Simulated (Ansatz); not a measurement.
CuO:

```
Cu O
1.0
     0.00000    2.11656    2.11656
     2.11656    0.00000    2.11656
     2.11656    2.11656    0.00000
Cu O
1 1
Cartesian
  1.9814 1.9843 0.1219
  2.2518 2.2488 1.9946
```

The cell comes from a database or a generator and needn't be the stable form of this composition.

Base run:

| Quantity | Value |
| --- | --- |
| Program | Ansatz 0.2.0 |
| Functional | PBEsol |
| Potentials or basis | Ansatz PAW |
| Cutoff | 420 eV (not typed: the program's choice for these potentials) |
| k mesh | 11 × 11 × 11 |
| Occupations | fermi-dirac, width 0.05 eV |
| Spin | no spin polarisation |

Its results: band gap on the k mesh none (metal or under the smearing width); pressure 9.1 GPa; largest force 0.778 eV/Å.

Problem. The run is repeated on the same cell with these changes: functional from PBEsol to PBE; cutoff from 420 eV (not typed: the program's choice for these potentials) to 500 eV. What comes out?

Solution. Band gap on the k mesh none (metal or under the smearing width); pressure 18.5 GPa; largest force 0.932 eV/Å.

PBE binds less tightly than PBEsol, so the same cell stands under more pressure.

Caveats: an odd number of electrons without spin polarisation forces a metal; a magnetic or distorted state may lie lower; the run has no spin polarisation, though such a crystal can be magnetic; semilocal functionals often make such compounds metallic where correlation or magnetic order opens a gap, which also shifts bond lengths; the PAW data sets come from PBE, with cores solved anew for the run's functional, which leaves a small shift of forces and pressure (some runs); so large a pressure means that the cell lies far from this level's equilibrium, or that cutoff or potentials fall short (some runs).
